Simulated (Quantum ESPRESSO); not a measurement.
The system is ZrO2.

```
Zr O
1.0
     0.00000    2.54507    2.54507
     2.54507    0.00000    2.54507
     2.54507    2.54507    0.00000
Zr O
1 2
Direct
  0.00000 0.00000 0.00000
  0.75000 0.75000 0.75000
  0.25000 0.25000 0.25000
```

Measurements of this composition are mostly on another form, of space group No. 14.

Base run:

```yaml
Program: Quantum ESPRESSO 7.5
Functional: PBEsol
Potentials_or_basis: PseudoDojo 0.4.1 SR PBEsol standard
Cutoff: 1143 eV
Density_cutoff: 4572 eV
k_mesh: 9 × 9 × 9
Occupations: fermi-dirac, width 0.05 eV
Spin: no spin polarisation
```

Its results: band gap on the k mesh 3.34 eV, indirect (least direct gap 3.83 eV); pressure -4.2 GPa.

Q: The run is repeated on the same cell with these changes: functional from PBEsol to PBE; potentials or basis from PseudoDojo 0.4.1 SR PBEsol standard to PseudoDojo 0.4.1 SR PBE standard. What comes out?

A: Band gap on the k mesh 3.42 eV, indirect (least direct gap 3.90 eV); pressure 3.2 GPa.

A k mesh can miss the band edges.
